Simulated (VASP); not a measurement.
# KMgF3 (P4/mmm) in VASP: a series of runs

The runs below take KMgF3 through single point, with PBEsol.

All numbers are computed with VASP 6.6.1; they aren't measurements. Logs are shortened: lines on timing, memory, paths and dates and some standing lists are left out, and cuts for length are marked.

## 1. The cell of the first run

Symmetry: P4/mmm, No. 123, tetragonal system. The conventional cell has a = 3.986 Å, b = 3.986 Å, c = 4.305 Å, α = 90.00°, β = 90.00°, γ = 90.00°. K (site symmetry 4/mmm) is surrounded by 12 F at 2.82 to 2.93 Å. Mg (site symmetry 4/mmm) has 6 F at 1.99 to 2.15 Å as nearest neighbours. Around F (site symmetry mmm) lie 2 Mg at 1.99 Å. F (site symmetry 4/mmm) has 2 Mg at 2.15 Å as nearest neighbours.

## 2. Single point, PBEsol (strain +0.000 along x and y, +0.080 along z, atoms carried along)

Contents of INCAR:

```
SYSTEM = KMgF3
ALGO = Fast ; EDIFF = 1E-6
ENCUT = 520 ; GGA = PS
ISIF = 2 ; ISMEAR = 0
LASPH = .True. ; LCHARG = .False.
LREAL = .False. ; LWAVE = .False.
NBANDS = 24 ; NELM = 100
PREC = Accurate ; SIGMA = 0.05
```

Contents of KPOINTS:

```
k-points
0
Gamma
  6 6 6
  0 0 0
```

Contents of POSCAR:

```
KMgF3
1.0
    3.9859000000      0.0000000000      0.0000000000
    0.0000000000      3.9859000000      0.0000000000
    0.0000000000      0.0000000000      4.3047720000
K Mg F
1 1 3
Direct
    0.5000000000      0.5000000000      0.5000000000
    0.0000000000      0.0000000000      0.0000000000
    0.5000000000      0.0000000000      0.0000000000
    0.0000000000      0.5000000000      0.0000000000
    0.0000000000      0.0000000000      0.5000000000
```

Potentials or basis: VASP PAW PBE potentials, release 64 (K_sv, Mg, F).

Launch:

```
> cat potpaw_PBE.64/K_sv/POTCAR potpaw_PBE.64/Mg/POTCAR potpaw_PBE.64/F/POTCAR > POTCAR
> mpirun -np 1 vasp_std > vasp.out
```

OUTCAR:

```text
SYSTEM = KMgF3
   EDIFF = 1E-6
   ENCUT = 520
   GGA = PS
   ISIF = 2
   ISMEAR = 0
   LASPH = .True.
   LREAL = .False.
   NELM = 100
   PREC = Accurate

 ion  position               nearest neighbor table
   1  0.500  0.500  0.500-   5 2.82   5 2.82   5 2.82   5 2.82   2 3.55   2 3.55   2 3.55   2 3.55
                             2 3.55   2 3.55   2 3.55   2 3.55
   2  0.000  0.000  0.000-   3 1.99   4 1.99   4 1.99   3 1.99   5 2.15   5 2.15   1 3.55   1 3.55
                             1 3.55   1 3.55   1 3.55   1 3.55   1 3.55   1 3.55
   3  0.500  0.000  0.000-   2 1.99   2 1.99
   4  0.000  0.500  0.000-   2 1.99   2 1.99
   5  0.000  0.000  0.500-   2 2.15   2 2.15   1 2.82   1 2.82   1 2.82   1 2.82

  LATTYP: Found a simple tetragonal cell.
 ALAT       =     3.9859000000
 C/A-ratio  =     1.0800000000

  Lattice vectors:

 A1 = (   3.9859000000,   0.0000000000,   0.0000000000)
 A2 = (   0.0000000000,   3.9859000000,   0.0000000000)
 A3 = (   0.0000000000,   0.0000000000,   4.3047720000)

Analysis of symmetry for initial positions (statically):
=====================================================================
 Subroutine PRICEL returns:
 Original cell was already a primitive cell.

 Routine SETGRP: Setting up the symmetry group for a
 simple tetragonal supercell.

 Subroutine GETGRP returns: Found 16 space group operations
 (whereof 16 operations were pure point group operations)
 out of a pool of 16 trial point group operations.

The static configuration has the point symmetry D_4h.

Analysis of symmetry for dynamics (positions and initial velocities):
=====================================================================
 Subroutine PRICEL returns:
 Original cell was already a primitive cell.

 Routine SETGRP: Setting up the symmetry group for a
 simple tetragonal supercell.

 Subroutine GETGRP returns: Found 16 space group operations
 (whereof 16 operations were pure point group operations)
 out of a pool of 16 trial point group operations.

The dynamic configuration has the point symmetry D_4h.

 Subroutine INISYM returns: Found 16 space group operations
 (whereof 16 operations are pure point group operations),
 and found     1 'primitive' translations

----------------------------------------------------------------------------------------

                                     Primitive cell

  volume of cell :      68.3916

  direct lattice vectors                    reciprocal lattice vectors
     3.985900000  0.000000000  0.000000000     0.250884367  0.000000000  0.000000000
     0.000000000  3.985900000  0.000000000     0.000000000  0.250884367  0.000000000
     0.000000000  0.000000000  4.304772000     0.000000000  0.000000000  0.232300340

  length of vectors
     3.985900000  3.985900000  4.304772000     0.250884367  0.250884367  0.232300340

  position of ions in fractional coordinates (direct lattice)
     0.500000000  0.500000000  0.500000000
     0.000000000  0.000000000  0.000000000
     0.500000000  0.000000000  0.000000000
     0.000000000  0.500000000  0.000000000
     0.000000000  0.000000000  0.500000000

  ion indices of the primitive-cell ions
   primitive index   ion index
                 1           1
                 2           2
                 3           3
                 4           4
                 5           5

----------------------------------------------------------------------------------------

 KPOINTS: k-points

Automatic generation of k-mesh.
 Grid dimensions read from file:
 generate k-points for:    6    6    6

 Generating k-lattice:

  Cartesian coordinates                     Fractional coordinates (reciprocal lattice)
     0.041814061  0.000000000  0.000000000     0.166666667  0.000000000  0.000000000
     0.000000000  0.041814061  0.000000000     0.000000000  0.166666667  0.000000000
     0.000000000  0.000000000  0.038716723     0.000000000  0.000000000  0.166666667

  Length of vectors
     0.041814061  0.041814061  0.038716723

  Shift w.r.t. Gamma in fractional coordinates (k-lattice)
     0.000000000  0.000000000  0.000000000

 Subroutine IBZKPT returns following result:
 ===========================================

 Found     40 irreducible k-points:

 Following reciprocal coordinates:
            Coordinates               Weight
  0.000000  0.000000  0.000000      1.000000
  0.166667  0.000000  0.000000      4.000000
  0.333333  0.000000  0.000000      4.000000
  0.500000  0.000000  0.000000      2.000000
  0.166667  0.166667  0.000000      4.000000
  0.333333  0.166667  0.000000      8.000000
[... 16 lines left out ...]
  0.333333  0.000000  0.333333      8.000000
  0.500000  0.000000  0.333333      4.000000
 [... further k-points ...]
   k-points           NKPTS =     40   k-points in BZ     NKDIM =     40   number of bands    NBANDS=     24
   number of dos      NEDOS =    301   number of ions     NIONS =      5
   total plane-waves  NPLWV =  28800
   dimension x,y,z NGX =    30 NGY =   30 NGZ =   32
   dimension x,y,z NGXF=    60 NGYF=   60 NGZF=   64
   ions per type =               1   1   3
   NGX,Y,Z   is equivalent  to a cutoff of  12.51, 12.51, 12.36 a.u.
   NGXF,Y,Z  is equivalent  to a cutoff of  25.03, 25.03, 24.72 a.u.
 SYSTEM =  KMgF3
   PREC   = accura    normal or accurate (medium, high low for compatibility)
   ISTART =      0    job   : 0-new  1-cont  2-samecut
   ICHARG =      2    charge: 1-file 2-atom 10-const
   ISPIN  =      1    spin polarized calculation?
   LNONCOLLINEAR =      F non collinear calculations
   LSORBIT =      F    spin-orbit coupling
   LASPH  =      T    aspherical Exc in radial PAW
   ENCUT  =  520.0 eV  38.22 Ry    6.18 a.u.   7.41  7.41  8.00*2*pi/ulx,y,z
   NELM   =    100;   NELMIN=  2; NELMDL= -5     # of ELM steps
   EDIFF  = 0.1E-05   stopping-criterion for ELM
   LREAL  =      F    real-space projection
   EDIFFG = 0.1E-04   stopping-criterion for IOM
   NSW    =      0    number of steps for IOM
   IBRION =     -1    ionic relax: 0-MD 1-quasi-New 2-CG
   NFREE  =      0    steps in history (QN), initial steepest desc. (CG)
   ISIF   =      2    stress and relaxation
   ISYM   =      2    0-nonsym 1-usesym 2-fastsym
   POTIM  = 0.5000    time-step for ionic-motion
   TEBEG  =    0.0;   TEEND  =   0.0 temperature during run
   PSTRESS=    0.0 pullay stress
   NELECT =      32.0000    total number of electrons
   NUPDOWN=      -1.0000    fix difference up-down
   EMIN   =  10.00;   EMAX   =-10.00  energy-range for DOS
   EFERMI =   0.00;   METHOD = LEGACY
   ISMEAR =     0;   SIGMA  =   0.05  broadening in eV -4-tet -1-fermi 0-gaus
   EFERMI_NEDOS =   21; number of points for ismear=-14 and -15
   IALGO  =     68    algorithm
   IMIX   =      4    mixing-type and parameters
     AMIX     =   0.40;   BMIX     =  1.00
     AMIX_MAG =   1.60;   BMIX_MAG =  1.00
  volume/ion in A,a.u.               =      13.68        92.31
  Fermi-wavevector in a.u.,A,eV,Ry     =   1.270936  2.401722 21.977212  1.615279
  Thomas-Fermi vector in A             =   2.403897
   LORBIT       =      0    0 simple, 1 ext, 2 COOP (PROOUT), +10 PAW based schemes
   GGA     = PS    functional components
   LHFCALC =     F    Hartree Fock is set to
   AEXX    =    0.0000 exact exchange contribution
   IVDW    =     0    specifies the selected vdW correction
   LEPSILON=     F    determine dielectric tensor
   LRPA    =     F    only Hartree local field effects (RPA)
 non-spin polarized calculation
 RMM-DIIS sequential band-by-band and
 Gauss-broadening in eV      SIGMA  =   0.05
  energy-cutoff  :      520.00
  volume of cell :       68.39
 maximum number of plane-waves:      1868
 NGX is ok and might be reduce to    30
   NGX = 15   NGY = 15   NGZ = 17

 number of electron      31.9999961 magnetization

 Free energy of the ion-electron system (eV)
  ---------------------------------------------------
  ext. energy  EPLUGINS =         0.00000000
  ---------------------------------------------------
  free energy    TOTEN  =       -25.13559878 eV

  energy without entropy =      -25.13559878  energy(sigma->0) =      -25.13559878

 E-fermi :  -1.7127     XC(G=0):  -9.5476

 val. band max:       -2.0382942498   @ k =   0.5000   0.5000   0.5000
 cond. band min:       4.5031240357   @ k =   0.0000   0.0000   0.0000
 fundamental gap:      6.5414182854
 Fermi energy:        -1.7127331065

 k-point     1 :       0.0000    0.0000    0.0000
  band No.  band energies     occupation
      1     -27.7109      2.00000
      2     -21.9660      2.00000
      3     -21.4216      2.00000
      4     -21.1561      2.00000
      5     -11.3010      2.00000
      6     -11.2399      2.00000
[... 16 lines left out ...]
     23      10.9839      0.00000
     24      12.8811      0.00000

 k-point     2 :       0.1667    0.0000    0.0000
  band No.  band energies     occupation
      1     -27.7051      2.00000
      2     -21.9296      2.00000
      3     -21.4505      2.00000
      4     -21.1640      2.00000
      5     -11.2885      2.00000
      6     -11.2479      2.00000
[... 16 lines left out ...]
     23      10.9902      0.00000
     24      12.9671      0.00000

 k-point     3 :       0.3333    0.0000    0.0000
  band No.  band energies     occupation
      1     -27.6934      2.00000
      2     -21.8335      2.00000
      3     -21.5340      2.00000
      4     -21.1764      2.00000
      5     -11.2635      2.00000
      6     -11.2632      2.00000
[... 16 lines left out ...]
     23      11.1608      0.00000
     24      13.1587      0.00000

 k-point     4 :       0.5000    0.0000    0.0000
  band No.  band energies     occupation
      1     -27.6875      2.00000
      2     -21.7469      2.00000
      3     -21.6154      2.00000
      4     -21.1809      2.00000
      5     -11.2712      2.00000
      6     -11.2504      2.00000
[... 16 lines left out ...]
     23      12.5987      0.00000
     24      13.1068      0.00000

 k-point     5 :       0.1667    0.1667    0.0000
  band No.  band energies     occupation
      1     -27.6996      2.00000
      2     -21.8944      2.00000
      3     -21.4728      2.00000
      4     -21.1728      2.00000
      5     -11.2765      2.00000
      6     -11.2703      2.00000
[... 16 lines left out ...]
     23      11.0654      0.00000
     24      13.1106      0.00000

 k-point     6 :       0.3333    0.1667    0.0000
  band No.  band energies     occupation
      1     -27.6888      2.00000
      2     -21.8032      2.00000
      3     -21.5422      2.00000
      4     -21.1875      2.00000
      5     -11.2908      2.00000
      6     -11.2523      2.00000
[... 16 lines left out ...]
     23      11.3017      0.00000
     24      13.0976      0.00000
[... 379 lines left out ...]
 k-point    21 :       0.0000    0.0000    0.3333
  band No.  band energies     occupation
      1     -27.7013      2.00000
      2     -21.9368      2.00000
      3     -21.4192      2.00000
      4     -21.2043      2.00000
      5     -11.2684      2.00000
      6     -11.2194      2.00000
[... 16 lines left out ...]
     23      10.8642      0.00000
     24      12.9242      0.00000

 k-point    22 :       0.1667    0.0000    0.3333
  band No.  band energies     occupation
      1     -27.6962      2.00000
      2     -21.8975      2.00000
      3     -21.4469      2.00000
      4     -21.2099      2.00000
      5     -11.2803      2.00000
      6     -11.2367      2.00000
[... 16 lines left out ...]
     23      10.9885      0.00000
     24      12.5248      0.00000

 k-point    23 :       0.3333    0.0000    0.3333
  band No.  band energies     occupation
      1     -27.6860      2.00000
      2     -21.7946      2.00000
      3     -21.5283      2.00000
      4     -21.2201      2.00000
      5     -11.3027      2.00000
      6     -11.2719      2.00000
[... 16 lines left out ...]
     23      11.2700      0.00000
     24      11.9223      0.00000

 k-point    24 :       0.5000    0.0000    0.3333
  band No.  band energies     occupation
      1     -27.6809      2.00000
      2     -21.6875      2.00000
      3     -21.6251      2.00000
      4     -21.2246      2.00000
      5     -11.3123      2.00000
      6     -11.2908      2.00000
[... 16 lines left out ...]
     23      11.6674      0.00000
     24      12.6757      0.00000

 [... further k-points ...]

------------------------ aborting loop because EDIFF is reached ----------------------------------------

  FORCE on cell =-STRESS in cart. coord.  units (eV):
  Direction    XX          YY          ZZ          XY          YZ          ZX
  --------------------------------------------------------------------------------------
  -------------------------------------------------------------------------------------
  Total       -1.1686794     -1.1686794     -3.2001530      0.0000000      0.0000000      0.0000000
  in kB      -27.3780815    -27.3780815    -74.9684221      0.0000000      0.0000000      0.0000000
  external PRESSURE =     -43.2415284 kB  Pullay stress =       0.0000000 kB

 VOLUME and BASIS-vectors are now :
 -----------------------------------------------------------------------------
  energy-cutoff  :      520.00
  volume of cell :       68.39
      direct lattice vectors                 reciprocal lattice vectors
     3.985900000  0.000000000  0.000000000     0.250884367  0.000000000  0.000000000
     0.000000000  3.985900000  0.000000000     0.000000000  0.250884367  0.000000000
     0.000000000  0.000000000  4.304772000     0.000000000  0.000000000  0.232300340

 POSITION                                       TOTAL-FORCE (eV/Angst)
 -----------------------------------------------------------------------------------
      1.99295      1.99295      2.15239         0.000000      0.000000      0.000000
      0.00000      0.00000      0.00000         0.000000      0.000000      0.000000
      1.99295      0.00000      0.00000         0.000000      0.000000      0.000000
      0.00000      1.99295      0.00000         0.000000      0.000000      0.000000
      0.00000      0.00000      2.15239         0.000000      0.000000      0.000000
 -----------------------------------------------------------------------------------
    total drift:                                0.000000     -0.000000      0.000000

  FREE ENERGIE OF THE ION-ELECTRON SYSTEM (eV)
  ---------------------------------------------------
  free  energy   TOTEN  =       -25.1355987769 eV

  energy  without entropy=      -25.1355987769  energy(sigma->0) =      -25.13559878
```

Run time: 52 s. Hardware: 1 thread of Intel Xeon Platinum 8488C (Sapphire Rapids), shared host; peak memory 0.2 GiB.

Results:

| Quantity | Value |
| --- | --- |
| Free energy | -25.1356 eV |
| Pressure | -4.3 GPa |
| Band gap on the k mesh | 6.54 eV, indirect (least direct gap 6.87 eV) |

Stress tensor (GPa, compression positive):
```
-2.74  0.00  0.00
 0.00 -2.74  0.00
 0.00  0.00 -7.50
```

Levels at points of the mesh, in eV from the valence-band top:
```
           k point  band 14  band 15  band 16  band 17  band 18  band 19
(0.00, 0.00, 0.00)    -0.34    -0.32    -0.32     6.54     9.68     9.97
(0.50, 0.00, 0.00)    -0.77    -0.50    -0.49     9.55     9.55    10.96
(0.50, 0.50, 0.00)    -0.65    -0.65    -0.01    10.36    11.39    11.91
(0.00, 0.00, 0.50)    -0.58    -0.54    -0.54     9.25     9.39    10.46
(0.50, 0.00, 0.50)    -0.99    -0.76    -0.09    10.24    11.05    11.49
(0.50, 0.50, 0.50)    -0.04    -0.04     0.00     9.94     9.97     9.97
```

Caveat: the PAW data sets were made with another functional, which shifts forces and pressure a little. A k mesh can miss the band edges.

## 3. Single point, PBEsol (strain -0.040 along x and y, +0.000 along z, atoms carried along)

Contents of INCAR:

```
SYSTEM = KMgF3
ALGO = Fast
EDIFF = 1E-7
ENCUT = 520
GGA = PS
ISIF = 2
ISMEAR = 0
LASPH = .True.
LCHARG = .False.
LREAL = .False.
LWAVE = .False.
NBANDS = 24
NELM = 100
PREC = Accurate
SIGMA = 0.05
```

KPOINTS is that of step 2.

Edit POSCAR of step 2 so:

```diff
@@ -2,5 +2,5 @@
 1.0
-    3.9859000000      0.0000000000      0.0000000000
-    0.0000000000      3.9859000000      0.0000000000
-    0.0000000000      0.0000000000      4.3047720000
+    3.8264640000      0.0000000000      0.0000000000
+    0.0000000000      3.8264640000      0.0000000000
+    0.0000000000      0.0000000000      3.9859000000
 K Mg F
```

Potentials or basis: VASP PAW PBE potentials, release 64 (K_sv, Mg, F).

Launch:

```
> cat potpaw_PBE.64/K_sv/POTCAR potpaw_PBE.64/Mg/POTCAR potpaw_PBE.64/F/POTCAR > POTCAR
> mpirun -np 1 vasp_std > vasp.out
```

Wall time 47 s (1 thread of Intel Xeon Platinum 8488C (Sapphire Rapids), shared host); peak memory 0.19 GiB.

The run converged. Its results:

* Free energy: -25.1214 eV
* Pressure: 7.5 GPa
* Band gap on the k mesh: 7.71 eV, indirect (least direct gap 8.07 eV)

Stress tensor (GPa, compression positive):
```
9.35 0.00 0.00
0.00 9.35 0.00
0.00 0.00 3.73
```

Levels at points of the mesh, in eV from the valence-band top:
| k point | band 14 | band 15 | band 16 | band 17 | band 18 | band 19 |
| --- | --- | --- | --- | --- | --- | --- |
| (0.00, 0.00, 0.00) | -0.36 | -0.35 | -0.35 | 7.71 | 9.89 | 10.10 |
| (0.50, 0.00, 0.00) | -1.05 | -0.64 | -0.61 | 10.48 | 11.12 | 11.29 |
| (0.50, 0.50, 0.00) | -0.88 | -0.88 | -0.02 | 11.28 | 12.10 | 12.88 |
| (0.00, 0.00, 0.50) | -0.87 | -0.61 | -0.61 | 10.34 | 10.96 | 11.05 |
| (0.50, 0.00, 0.50) | -1.08 | -1.08 | -0.09 | 11.21 | 11.87 | 13.09 |
| (0.50, 0.50, 0.50) | -0.05 | -0.05 | 0.00 | 10.57 | 10.57 | 10.59 |

Caveat: the PAW data sets were made with another functional, which shifts forces and pressure a little. A k mesh can miss the band edges.

(Continued in part 2 of 2.)
